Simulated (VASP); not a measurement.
# CaSe: optical spectrum of independent particles, by functional and spin-orbit coupling

CaSe, Fm-3m (no. 225), 2 atoms in the cell.

| Functional | Spin-orbit coupling | ε at zero frequency, electronic | Mean energy of the absorption, weighted by Im ε (eV) | Refractive index at 633 nm | Refractive index at 1064 nm | Direct gap on the mesh (eV) | Time (s) |
|---|---|---|---|---|---|---|---|
| PBE | no | 6.12 | 6.37 | 2.66 | 2.53 | 2.95 | 5.6 |
| LDA | no | 6.43 | 6.21 | 2.75 | 2.60 | 2.80 | 5.0 |
| PBEsol | no | 6.30 | 6.29 | 2.71 | 2.57 | 2.87 | 6.2 |
| r2SCAN | no | 5.30 | 6.91 | 2.42 | 2.34 | 3.44 | 24 |
| TB-mBJ | no | 4.98 | 7.08 | 2.33 | 2.26 | 3.69 | 42 |
| AM05 | no | 6.21 | 6.33 | 2.69 | 2.55 | 2.91 | 5.7 |
| PBE | yes | 6.13 | 6.37 | 2.66 | 2.53 | 2.84 | 18 |
| TB-mBJ | yes | 4.98 | 7.07 | 2.34 | 2.27 | 3.58 | 126 |

Limits: The pull between electron and hole is left out; rows 1, 2, 3, 4, 6, 7: the onset follows the functional's gap, which semilocal functionals usually make too small.

## Input of the first row

INCAR:
```
ALGO     = Normal         # electronic algorithm
CSHIFT   = 0.1          
EDIFF    = 1E-7           # SCF threshold, eV
ENCUT    = 310            # plane-wave cutoff, eV
GGA      = PE             # functional
ISMEAR   = 0              # smearing method
KPAR     = 4            
LASPH    = True           # aspherical terms in the spheres
LCHARG   = False          # write CHGCAR
LOPTICS  = True           # frequency-dependent dielectric function
LWAVE    = True           # write WAVECAR
NBANDS   = 24             # bands
NEDOS    = 2000           # points of the DOS
PREC     = Accurate       # precision mode
SIGMA    = 0.02           # smearing width, eV
```

KPOINTS:
```
k-points
0
Gamma
  10 10 10
```

POSCAR:
```
CaSe
1.0
    0.0000000000      2.9560000000      2.9560000000
    2.9560000000      0.0000000000      2.9560000000
    2.9560000000      2.9560000000      0.0000000000
Se Ca
1 1
Direct
    0.5000000000      0.5000000000      0.5000000000
    0.0000000000      0.0000000000      0.0000000000
```

Commands:
```
cat potpaw_PBE.64/Se/POTCAR potpaw_PBE.64/Ca_sv/POTCAR > POTCAR
mpirun -np 4 vasp_std > vasp.out
```

Changes of row 7 against the first:
```
- NBANDS = 24
+ NBANDS = 48
+ LSORBIT = True
+ MAGMOM = 6*0
+ GGA_COMPAT = False
- vasp_std
+ vasp_ncl
```

VASP 6.6.1 took 5.6 s on 4 cores (Intel Xeon 6975P-C (Granite Rapids)), a shared host.
